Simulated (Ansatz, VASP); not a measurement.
**MgO in VASP and in Ansatz**

The input INCAR:

```
PREC = Accurate
ENCUT = 520
EDIFF = 1E-6
ISMEAR = 0
SIGMA = 0.01
LREAL = False
LASPH = True
NELM = 80
ALGO = Normal
ISIF = 2
LWAVE = False
LCHARG = False
GGA = PS
NBANDS = 11
```

The input KPOINTS:

```
Automatic mesh
0
Gamma
  7 7 6
```

File POSCAR:

```
MgO
1.0
    2.8882144120      0.0000000000      0.0000000000
   -1.4441067145      2.5012672265      0.0000000000
    0.0000000000      0.0000000000      2.6342529191
Mg O
1 1
Direct
    0.0000000000      0.0000000000      0.0000000000
    0.3333333333      0.6666666667      0.5000000000
```

Input for Ansatz:

```yaml
crystal:
  lattice:
    - [2.888214411979221, 0.0, 0.0]
    - [-1.4441067144658242, 2.501267226495094, 0.0]
    - [0.0, 0.0, 2.6342529190541795]
  atoms:
    - { symbol: Mg, position: [0.0, 0.0, 0.0] }
    - { symbol: O, position: [0.3333333333333333, 0.6666666666666666, 0.5] }
basis:
  ecutwfc: 653.073269903712
  xc_grid: 2
kpoints:
  mp_grid:
    grid: [7, 7, 6]
hamiltonian:
  xc: pbesol
scf:
  n_extra_bands: 2
  self_checks: low
  lower_state_search: standard
  mixing:
    algorithm: broyden
    beta: 0.2
    ndim: 12
  occupations:
    method: fixed
output:
  stress: true
```

Measurements of this composition are mostly on another form, of space group No. 225.

Alike in both runs: task single point; functional PBEsol; k mesh 7 × 7 × 6; no spin polarisation.

```csv
,VASP,Ansatz
version,VASP 6.6.1,Ansatz 0.2.0
potentials or method,"VASP PAW PBE potentials, release 64 (Mg, O)","plane waves, PAW"
plane-wave cutoff (eV),520,653
occupations,"gaussian, width 0.01 eV",fixed
valence electrons in the cell,8,16
```

```csv
,VASP,Ansatz,Ansatz less VASP
pressure (GPa),3.1,3.6,+0.46
largest component of the traceless stress (GPa),1.11,1.15,+0.044
```

The two sets of potentials don't hold the same shells in valence.

Caveats: the PAW data sets were made with another functional, which shifts forces and pressure a little (VASP); an odd mesh through Γ misses points on the zone boundary, where band edges often lie. PBEsol gaps usually lie below the measured ones, often by a third to a half.
